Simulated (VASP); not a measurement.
# La under changes of volume

One of the cells (37.701 Å³/atom); the others are scaled copies at fixed shape and fractional positions:

```
CELL_PARAMETERS angstrom
3.77484 0.00000 0.00000
-1.88742 3.26910 0.00000
0.00000 0.00000 6.11020
ATOMIC_POSITIONS crystal
La 0.66667 0.33333 0.75000
La 0.33333 0.66667 0.25000
```

This isn't the form of La at room conditions, which is double hcp.

| Property | Result |
| --- | --- |
| Program | VASP 6.6.1 |
| Functional | PBE |
| Potentials or basis | VASP PAW PBE potentials, release 64 (La) |
| Cutoff | 520 eV |
| k mesh | 8 × 8 × 5 |
| Occupations | fermi-dirac, width 0.05 eV |
| Spin | no spin polarisation |

```csv
volume (Å³/atom),energy over the lowest point (meV/atom),pressure (GPa)
34.744,?,?
35.483,14.60,1.9
36.222,7.14,1.3
37.701,0.00,0.2
38.440,0.12,-0.3
39.179,2.53,-0.8
```

What does the run at 34.744 Å³/atom give?

Energy over the lowest point 24.66 meV/atom; pressure 2.5 GPa.

Worked out: A Birch-Murnaghan fit of order 3 (a polynomial in V^(-2/3)) to the other rows has its minimum at 38.03 Å³/atom with B0 = V·E''(V) = 26 GPa (rough, since the energies scatter) at fixed shape and positions, which overstates the stiffness. It gives 24.80 meV/atom at 34.744 Å³/atom, against the run's 24.66, and -dE/dV = 2.5 GPa, against 2.5.

Energies are extrapolated to zero smearing.
